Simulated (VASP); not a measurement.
# BaS in VASP: notebook

Aim: see how the results for BaS move with the level of theory and the settings. Levels: r2SCAN, PBE. Tasks: single point.

Program: VASP 6.6.1. These are calculated values, not measurements. Logs are shortened: lines on timing, memory, paths and dates and some standing lists are left out, and cuts for length are marked.

**Measured values to compare with.**

From a printed reference work, monograph, original work of 1988, for a bulk crystal of BaS at 2 K: band gap 3.806 eV (indirect).

The results are compared with them further down.

## Step 1: The cell of the first run

The structure is cubic, space group Fm-3m (No. 225). The conventional cell has a = 6.424 Å, b = 6.424 Å, c = 6.424 Å, α = 90.00°, β = 90.00°, γ = 90.00°. Within 4.2 Å of Ba (site symmetry m-3m) lie 6 S at 3.21 Å. S (site symmetry m-3m) has 6 Ba at 3.21 Å within 4.2 Å.

## Step 2: Single point, r2SCAN

Contents of POSCAR:

```
BaS
1.0
    0.0000000000      3.2119099263      3.2119099263
    3.2119099263      0.0000000000      3.2119099263
    3.2119099263      3.2119099263      0.0000000000
Ba S
1 1
Direct
    0.0000000000      0.0000000000      0.0000000000
    0.5000000000      0.5000000000      0.5000000000
```

Contents of INCAR.step1:

```
SYSTEM = BaS
PREC = Accurate
ENCUT = 520
ISMEAR = 0
SIGMA = 0.01
LREAL = .False.
LASPH = .True.
NELM = 60
NBANDS = 15
GGA = PE
ALGO = Normal
EDIFF = 1E-4
LWAVE = .True.
LCHARG = .False.
```

Contents of INCAR.step2:

```
SYSTEM = BaS
PREC = Accurate
ENCUT = 520
EDIFF = 1E-6
ISMEAR = 0
SIGMA = 0.01
LREAL = .False.
LASPH = .True.
NELM = 60
ALGO = Normal
ISIF = 2
LWAVE = .False.
LCHARG = .False.
METAGGA = R2SCAN
LMIXTAU = .True.
NBANDS = 15
ISTART = 1
```

Contents of KPOINTS:

```
regular mesh
0
Gamma
  8 8 8
  0 0 0
```

Potentials or basis: VASP PAW PBE potentials, release 64 (Ba_sv, S).

Run with:

```sh
> cat potpaw_PBE.64/Ba_sv/POTCAR potpaw_PBE.64/S/POTCAR > POTCAR
> cp INCAR.step1 INCAR
> mpirun -np 1 vasp_std > vasp.out
> cp INCAR.step2 INCAR
> mpirun -np 1 vasp_std > vasp.out
```

OUTCAR:

```text
SYSTEM = BaS
   PREC = Accurate
   ENCUT = 520
   EDIFF = 1E-6
   ISMEAR = 0
   LREAL = .False.
   LASPH = .True.
   NELM = 60
   ISIF = 2
   METAGGA = R2SCAN
   ISTART = 1

 ion  position               nearest neighbor table
   1  0.000  0.000  0.000-   2 3.21   2 3.21   2 3.21   2 3.21   2 3.21   2 3.21
   2  0.500  0.500  0.500-   1 3.21   1 3.21   1 3.21   1 3.21   1 3.21   1 3.21

  LATTYP: Found a face centered cubic cell.
 ALAT       =     6.4238198526

  Lattice vectors:

 A1 = (   0.0000000000,   3.2119099263,   3.2119099263)
 A2 = (   3.2119099263,   0.0000000000,   3.2119099263)
 A3 = (   3.2119099263,   3.2119099263,   0.0000000000)

Analysis of symmetry for initial positions (statically):
=====================================================================
 Subroutine PRICEL returns:
 Original cell was already a primitive cell.

 Routine SETGRP: Setting up the symmetry group for a
 face centered cubic supercell.

 Subroutine GETGRP returns: Found 48 space group operations
 (whereof 48 operations were pure point group operations)
 out of a pool of 48 trial point group operations.

The static configuration has the point symmetry O_h .

Analysis of symmetry for dynamics (positions and initial velocities):
=====================================================================
 Subroutine PRICEL returns:
 Original cell was already a primitive cell.

 Routine SETGRP: Setting up the symmetry group for a
 face centered cubic supercell.

 Subroutine GETGRP returns: Found 48 space group operations
 (whereof 48 operations were pure point group operations)
 out of a pool of 48 trial point group operations.

The dynamic configuration has the point symmetry O_h .

 Subroutine INISYM returns: Found 48 space group operations
 (whereof 48 operations are pure point group operations),
 and found     1 'primitive' translations

----------------------------------------------------------------------------------------

                                     Primitive cell

  volume of cell :      66.2705

  direct lattice vectors                    reciprocal lattice vectors
     0.000000000  3.211909926  3.211909926    -0.155670617  0.155670617  0.155670617
     3.211909926  0.000000000  3.211909926     0.155670617 -0.155670617  0.155670617
     3.211909926  3.211909926  0.000000000     0.155670617  0.155670617 -0.155670617

  length of vectors
     4.542326579  4.542326579  4.542326579     0.269629418  0.269629418  0.269629418

  position of ions in fractional coordinates (direct lattice)
[... 90 lines left out ...]
   NELECT =      16.0000    total number of electrons
   NUPDOWN=      -1.0000    fix difference up-down
   EMIN   =  10.00;   EMAX   =-10.00  energy-range for DOS
   EFERMI =   0.00;   METHOD = LEGACY
   ISMEAR =     0;   SIGMA  =   0.01  broadening in eV -4-tet -1-fermi 0-gaus
   EFERMI_NEDOS =   21; number of points for ismear=-14 and -15
   IALGO  =     38    algorithm
   IMIX   =      4    mixing-type and parameters
     AMIX     =   0.40;   BMIX     =  1.00
     AMIX_MAG =   1.60;   BMIX_MAG =  1.00
  volume/ion in A,a.u.               =      33.14       223.61
  Fermi-wavevector in a.u.,A,eV,Ry     =   1.019393  1.926373 14.138647  1.039161
  Thomas-Fermi vector in A             =   2.152904
   LORBIT       =      0    0 simple, 1 ext, 2 COOP (PROOUT), +10 PAW based schemes
   METAGGA = R2SCAN    functional components
   LHFCALC =     F    Hartree Fock is set to
   AEXX    =    0.0000 exact exchange contribution
   IVDW    =     0    specifies the selected vdW correction
   LEPSILON=     F    determine dielectric tensor
   LRPA    =     F    only Hartree local field effects (RPA)
 non-spin polarized calculation
 Gauss-broadening in eV      SIGMA  =   0.01
  energy-cutoff  :      520.00
  volume of cell :       66.27
 maximum number of plane-waves:      1812
 NGX is ok and might be reduce to    36
   NGX = 17   NGY = 17   NGZ = 17

 number of electron      16.0000002 magnetization

 Free energy of the ion-electron system (eV)
  ---------------------------------------------------
  ext. energy  EPLUGINS =         0.00000000
  ---------------------------------------------------
  free energy    TOTEN  =       -39.20541826 eV

  energy without entropy =      -39.20541826  energy(sigma->0) =      -39.20541826

 E-fermi :   1.2191     XC(G=0):  -9.0047

 val. band max:        1.1318000227   @ k =   0.0000   0.0000   0.0000
 cond. band min:       3.6230677974   @ k =   0.5000   0.5000   0.0000
 fundamental gap:      2.4912677747
 Fermi energy:         1.2190793360

 k-point     1 :       0.0000    0.0000    0.0000
  band No.  band energies     occupation
      1     -25.7350      2.00000
      2     -10.3701      2.00000
      3     -10.3701      2.00000
      4     -10.3701      2.00000
      5      -9.6396      2.00000
      6       1.1318      2.00000
      7       1.1318      2.00000
      8       1.1318      2.00000
      9       5.2650      0.00000
     10       5.4362      0.00000
     11       5.4362      0.00000
     12       5.4362      0.00000
     13       6.4567      0.00000
     14       6.4567      0.00000
[... 401 lines left out ...]
      2     -11.3065      2.00000
      3     -10.5519      2.00000
      4     -10.4677      2.00000
      5      -8.6824      2.00000
      6      -0.3082      2.00000
      7       0.2917      2.00000
      8       0.3636      2.00000
      9       6.2387      0.00000
     10       6.4202      0.00000
     11       8.2645      0.00000
     12       8.5454      0.00000
     13       9.5667      0.00000
     14      10.4004      0.00000
     15      11.2059      0.00000

 [... further k-points ...]

------------------------ aborting loop because EDIFF is reached ----------------------------------------

  FORCE on cell =-STRESS in cart. coord.  units (eV):
  Direction    XX          YY          ZZ          XY          YZ          ZX
  --------------------------------------------------------------------------------------
  -------------------------------------------------------------------------------------
  Total        0.2406514      0.2406514      0.2406514      0.0000000      0.0000000     -0.0000000
  in kB        5.8180686      5.8180686      5.8180686      0.0000000      0.0000000     -0.0000000
  external PRESSURE =       5.8180686 kB  Pullay stress =       0.0000000 kB

 VOLUME and BASIS-vectors are now :
 -----------------------------------------------------------------------------
  energy-cutoff  :      520.00
  volume of cell :       66.27
      direct lattice vectors                 reciprocal lattice vectors
     0.000000000  3.211909926  3.211909926    -0.155670617  0.155670617  0.155670617
     3.211909926  0.000000000  3.211909926     0.155670617 -0.155670617  0.155670617
     3.211909926  3.211909926  0.000000000     0.155670617  0.155670617 -0.155670617

 POSITION                                       TOTAL-FORCE (eV/Angst)
 -----------------------------------------------------------------------------------
      0.00000      0.00000      0.00000         0.000000      0.000000     -0.000000
      3.21191      3.21191      3.21191        -0.000000     -0.000000      0.000000
 -----------------------------------------------------------------------------------
    total drift:                                0.000000      0.000000      0.000000

  FREE ENERGIE OF THE ION-ELECTRON SYSTEM (eV)
  ---------------------------------------------------
  free  energy   TOTEN  =       -39.2054182632 eV

  energy  without entropy=      -39.2054182632  energy(sigma->0) =      -39.20541826
```

OSZICAR.step1:

```text
N       E                     dE             d eps       ncg     rms          rms(c)
DAV:   1     0.785787898741E+02    0.78579E+02   -0.66220E+03   870   0.915E+02
DAV:   2    -0.621303008838E+01   -0.84792E+02   -0.77043E+02  1224   0.170E+02
DAV:   3    -0.105992012872E+02   -0.43862E+01   -0.43566E+01  1171   0.393E+01
DAV:   4    -0.106766982424E+02   -0.77497E-01   -0.77482E-01  1126   0.542E+00
DAV:   5    -0.106791011521E+02   -0.24029E-02   -0.24029E-02  1254   0.782E-01    0.471E+00
DAV:   6    -0.101738114239E+02    0.50529E+00   -0.68883E-01  1003   0.499E+00    0.321E+00
DAV:   7    -0.101764803410E+02   -0.26689E-02   -0.18709E-01  1074   0.242E+00    0.210E+00
DAV:   8    -0.101904991138E+02   -0.14019E-01   -0.24619E-02   968   0.113E+00    0.197E-01
DAV:   9    -0.101911287198E+02   -0.62961E-03   -0.33202E-03  1136   0.421E-01    0.159E-01
DAV:  10    -0.101919950513E+02   -0.86633E-03   -0.99292E-04   926   0.209E-01    0.413E-02
DAV:  11    -0.101920940742E+02   -0.99023E-04   -0.12914E-04  1056   0.684E-02
   1 F= -.10192094E+02 E0= -.10192094E+02  d E =-.369773E-24
```

Wall time 3 min (1 thread of Intel Xeon 8259CL, shared host); peak memory 0.23 GiB.

What came out:

```yaml
Free_energy: -39.2054 eV
Pressure: 0.6 GPa
Band_gap_on_the_k_mesh: 2.49 eV, indirect (least direct gap 2.64 eV)
```

Caveat: the PAW data sets were made with another functional, which shifts forces and pressure a little; spin-orbit coupling is left out, which moves the levels of the heavy elements.

## Step 3: Single point, PBE (biaxial xy strain -3.2%)

Contents of INCAR:

```
  PREC = Accurate
  ENCUT = 520
  EDIFF = 1E-7
  ISMEAR = -1
  SIGMA = 0.02
  LREAL = F
  LASPH = T
  NELM = 60
  ALGO = Normal
  ISIF = 2
  LWAVE = F
  LCHARG = T
  GGA = PE
  LELF = T
  LVHAR = T
  NBANDS = 15
```

Contents of KPOINTS:

```
Automatic mesh
0
Gamma
  8 8 8
```

Contents of POSCAR:

```
BaS
1.0
    0.0000000000      3.1078440447      3.2119099263
    3.1078440447      0.0000000000      3.2119099263
    3.1078440447      3.1078440447      0.0000000000
Ba S
1 1
Direct
    0.0000000000      0.0000000000      0.0000000000
    0.5000000000      0.5000000000      0.5000000000
```

Potentials or basis: VASP PAW PBE potentials, release 64 (Ba_sv, S).

Run with:

```sh
> cat potpaw_PBE.64/Ba_sv/POTCAR potpaw_PBE.64/S/POTCAR > POTCAR
> mpirun -np 1 vasp_std > vasp.out
```

It took 85 s on 1 thread of Intel Xeon 8259CL, shared host; peak memory 0.23 GiB.

It converged, with:

```
Free energy            : -10.1175 eV
Pressure               : 4.2 GPa
Band gap on the k mesh : 1.97 eV, indirect (least direct gap 2.07 eV)
```

Stress tensor (GPa, compression positive):
```
5.33 0.00 0.00
0.00 5.33 0.00
0.00 0.00 1.83
```

Levels at points of the mesh, in eV from the valence-band top:
| k point | band 6 | band 7 | band 8 | band 9 | band 10 | band 11 |
| --- | --- | --- | --- | --- | --- | --- |
| (0.00, 0.00, 0.00) | -0.12 | 0.00 | 0.00 | 3.66 | 3.73 | 3.91 |
| (0.50, 0.00, 0.00) | -2.09 | -1.24 | -1.23 | 5.67 | 5.79 | 6.42 |
| (0.50, 0.50, 0.00) | -0.63 | -0.10 | -0.10 | 1.99 | 5.96 | 6.29 |
| (0.50, 0.00, 0.50) | -0.43 | -0.24 | -0.10 | 1.97 | 5.93 | 6.41 |

Caveat: the cell differs from its parent crystal (biaxial xy strain -3.2%); spin-orbit coupling is left out, which moves the levels of the heavy elements. A k mesh can miss the band edges.

## Step 4: Against experiment

Step 2. Measured gap of BaS: 3.806 eV (indirect; 2 K; a printed reference work, monograph, original work of 1988). This calculation gives 2.49 eV (-1.31 eV). Spin-orbit coupling on Ba is left out. The value is that of r2SCAN on a finite k mesh, which can miss the band edges, without temperature or zero-point motion.
